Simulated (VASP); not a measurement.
Input of a VASP 6.6.1 run:

The input INCAR:

```
  PREC = Accurate
  ENCUT = 520
  EDIFF = 1E-7
  ISMEAR = 0
  SIGMA = 0.15
  LREAL = F
  LASPH = T
  NELM = 80
  ALGO = Normal
  ISIF = 2
  LWAVE = F
  LCHARG = F
  NBANDS = 13
```

The input KPOINTS:

```
Automatic mesh
0
Gamma
  18 18 18
```

File POSCAR:

```
Sn
1.0
   -1.8378122646      1.8378122646      1.8378122646
    1.8378122646     -1.8378122646      1.8378122646
    1.8378122646      1.8378122646     -1.8378122646
Sn
1
Direct
    0.0000000000      0.0000000000      0.0000000000
```

Potentials or basis: VASP PAW LDA potentials, release 64 (Sn_d).

Run with:

```sh
$ cat potpaw_LDA.64/Sn_d/POTCAR > POTCAR
$ mpirun -np 1 vasp_std > vasp.out
```

Question: Estimate the pressure.

Answer: 1.7 GPa.

Question: Predict the band gap on the k mesh.

Answer: None (metal or under the smearing width).
